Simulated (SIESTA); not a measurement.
Runs of SIESTA 5.4.2 on PbS (Galena). The structure is cubic, space group Fm-3m (No. 225). The conventional cell has a = 5.931 Å, b = 5.931 Å, c = 5.931 Å, α = 90.00°, β = 90.00°, γ = 90.00°. Pb (site symmetry m-3m) is surrounded by 6 S at 2.97 Å. S (site symmetry m-3m) is surrounded by 6 Pb at 2.97 Å. 

```csv
task,level,potentials or basis,spin,cell,k mesh,displacement,polarization grid,optimiser,force tolerance,broadening (eV),grid cutoff,energy shift,other keys,gap on the mesh (eV),pressure (GPa),moment (μB),relaxed volume (Å³/atom)
relaxation of cell and atoms,BLYP,"PseudoDojo 0.4 standard (PBE files), DZP (energy shift 0.002 Ry)",off,relaxed,8 × 8 × 8,-,-,Broyden,0.01 eV/Å,-,500 Ry,0.002 Ry,-,0.84,0.0,-,29.37
optical spectrum,B86bPBE,"PseudoDojo 0.4 standard (PBE files), DZP (energy shift 0.01 Ry)",off,"atoms moved at random, drawn with an rms of 0.02 Å","8 × 8 × 8, shifted",-,-,-,-,0.2 eV,500 Ry,0.01 Ry,kshift = 0.5; mix = density,0.96,2.7,-,-
single point,vdW-DF-cx,"PseudoDojo 0.4 standard (PBE files, fully relativistic), SZP (energy shift 0.01 Ry)","non-collinear, ferromagnetic start, SOC",cell strained at random at fixed volume,6 × 6 × 6,-,-,-,-,-,500 Ry,0.01 Ry,-,none,-0.8,0.01,-
relaxation of cell and atoms,LDA,"PseudoDojo 0.4 standard (LDA files), DZP (energy shift 0.002 Ry)",off,relaxed,6 × 6 × 6,-,-,Broyden,0.01 eV/Å,-,750 Ry,0.002 Ry,-,0.20,0.0,-,(a)
band structure,vdW-DF,"PseudoDojo 0.4 standard (PBE files), DZP (energy shift 0.002 Ry; radii capped at 9.5 bohr)",off,as given,8 × 8 × 8,-,-,-,-,-,500 Ry,0.002 Ry,-,0.57,6.1,-,-
band structure,PBEsol,"PseudoDojo 0.4 standard (PBEsol files, fully relativistic), DZP (energy shift 0.002 Ry)","non-collinear, zero start, SOC",as given,6 × 6 × 6,-,-,-,-,-,500 Ry,0.002 Ry,-,0.06,(b),0.00,-
```

Alike in all rows: smearing fermi-dirac 0.05 eV.

Q: Estimate the missing entries.

A: (a) 25.31; (b) -0.9.

Caveats: the basis of atomic orbitals isn't converged, which shifts pressures, moduli and gaps; semicore shells carry a single zeta, which can move pressures by several GPa and volumes by a few percent (some runs); the potentials were made for another functional, which shifts forces and pressure (some runs); spin-orbit coupling is left out, which as a rule narrows the gap of such compounds by several tenths of an eV (some runs); the volume moved by +13 % from the deposited cell, more than functionals usually miss (some runs); the basis holds too few empty states to meet the f-sum rule, so the spectrum is short of weight at high energy (some runs); spectra need much finer meshes, so this one isn't converged (some runs).

A k mesh can miss the band edges, and rows without SOC leave out spin-orbit coupling on Pb.

A gap of «none» marks a metal or a gap under the smearing width.

Runs at the PBE level aren't shown here.
